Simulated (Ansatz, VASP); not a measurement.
ZnS: VASP beside Ansatz

```xyz
2
Lattice="2.5670 2.5670 0.0000 -2.5670 2.5670 0.0000 0.0000 2.5670 2.5670" Properties=species:S:1:pos:R:3 pbc="T T T"
Zn    1.2835    3.8506    1.2835
S     0.0000    0.0000    0.0000
```

Alike in both runs: task single point; functional LDA; k mesh 8 × 8 × 8; no spin polarisation.

|  | VASP | Ansatz |
| --- | --- | --- |
| version | VASP 6.6.1 | Ansatz 0.2.0 |
| potentials or method | VASP PAW LDA potentials, release 64 (Zn, S), cutoff 520 eV | all-electron LAPW, scalar-relativistic |
| occupations | gaussian, width 0.01 eV | fixed |

```tsv
	VASP	Ansatz	Ansatz less VASP
gap on the k mesh at the Fermi level (eV)	2.60	2.56	-0.041
pressure (GPa)	10.3	10.0	-0.30
```

Ansatz ran all-electron here, so the differences hold the error of VASP's frozen core and of both bases.

A k mesh can miss the band edges. A hybrid or GW would open this gap; LDA tends to underestimate it.
